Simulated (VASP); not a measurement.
The system is Bi.

```
Bi
1.0
    -4.25748    4.25748    1.43056
     4.25748   -4.25748    1.43056
     4.25748    4.25748   -1.43056
Bi
1
Direct
  0.00000 0.00000 0.00000
```

This isn't the form of Bi at room conditions, which is rhombohedral.

Base run:

| Item | Value |
| --- | --- |
| Program | VASP 6.6.1 |
| Functional | PBE |
| Dispersion | D3(BJ) |
| Potentials or basis | VASP PAW PBE potentials, release 64 (Bi_d) |
| Cutoff | 520 eV |
| k mesh | 12 × 12 × 12 |
| Occupations | gaussian, width 0.05 eV |
| Spin | no spin polarisation |

Its results: band gap on the k mesh none (metal or under the smearing width); pressure 0.1 GPa.

Question: The run is repeated on the same cell with these changes: k mesh from 12 × 12 × 12 to 10 × 10 × 10; further incar settings from ALGO = Fast; EDIFF = 1e-06; NBANDS = 14 to ALGO = Fast; EDIFF = 1e-07; NBANDS = 14. What comes out?

Answer: Band gap on the k mesh none (metal or under the smearing width); pressure -0.3 GPa.

Caveats: spin-orbit coupling is left out, which moves the levels of the heavy elements; pairwise dispersion overbinds metals, which lowers pressure and volume.
